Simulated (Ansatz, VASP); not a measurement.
One calculation of Ag, two programs

File POSCAR:

```
Ag
1.0
   -1.6494134206      1.6494134206      1.6494134206
    1.6494134206     -1.6494134206      1.6494134206
    1.6494134206      1.6494134206     -1.6494134206
Ag
1
Direct
    0.0000000000      0.0000000000      0.0000000000
```

File INCAR.step1:

```
SYSTEM = Ag
PREC = Accurate
ENCUT = 520
ISMEAR = 0
SIGMA = 0.05
LREAL = .False.
LASPH = .True.
NELM = 80
NBANDS = 12
GGA = PE
ALGO = Normal
EDIFF = 1E-4
LWAVE = .True.
LCHARG = .False.
```

File INCAR.step2:

```
SYSTEM = Ag
PREC = Accurate
ENCUT = 520
EDIFF = 1E-7
ISMEAR = 0
SIGMA = 0.05
LREAL = .False.
LASPH = .True.
NELM = 80
ALGO = Normal
ISIF = 2
LWAVE = .False.
LCHARG = .False.
METAGGA = R2SCAN
LMIXTAU = .True.
NBANDS = 12
ISTART = 1
```

The input KPOINTS:

```
regular mesh
0
Gamma
  18 18 18
  0 0 0
```

Input for Ansatz:

```yaml
crystal:
  lattice:
    - [-1.6494134206, 1.6494134206, 1.6494134206]
    - [1.6494134206, -1.6494134206, 1.6494134206]
    - [1.6494134206, 1.6494134206, -1.6494134206]
  atoms:
    - { symbol: Ag, position: [0.0, 0.0, 0.0] }
basis:
  ecutwfc: 600
  ecutrho_ratio: 5
kpoints:
  mp_grid: { grid: [18, 18, 18] }
hamiltonian:
  xc: r2scan
scf:
  occupations: { method: gaussian, width: 0.05 }
output:
  forces: true
  stress: true
  eigenvalues: true
```

The cell was built by a generator and needn't be a form met in nature.

Alike in both runs: task single point; functional r2SCAN; k mesh 18 × 18 × 18; occupations gaussian, width 0.05 eV; no spin polarisation.

|  | VASP | Ansatz |
| --- | --- | --- |
| version | VASP 6.6.1 | Ansatz 0.2.0 |
| potentials or method | VASP PAW PBE potentials, release 64 (Ag) | scalar-relativistic, plane waves, PAW |
| plane-wave cutoff (eV) | 520 | 600 |
| valence electrons in the cell | 11 | 19 |

Ansatz gave:

```
pressure (GPa) : -2.5
```

Problem. What did VASP give for the same quantities?

Solution. Pressure (GPa): -2.4.

With one functional, cell and mesh, what is left measures potentials, basis and numerics. The two sets of potentials don't hold the same shells in valence.

Caveats: the PAW data sets were made with another functional, which shifts forces and pressure a little (VASP).
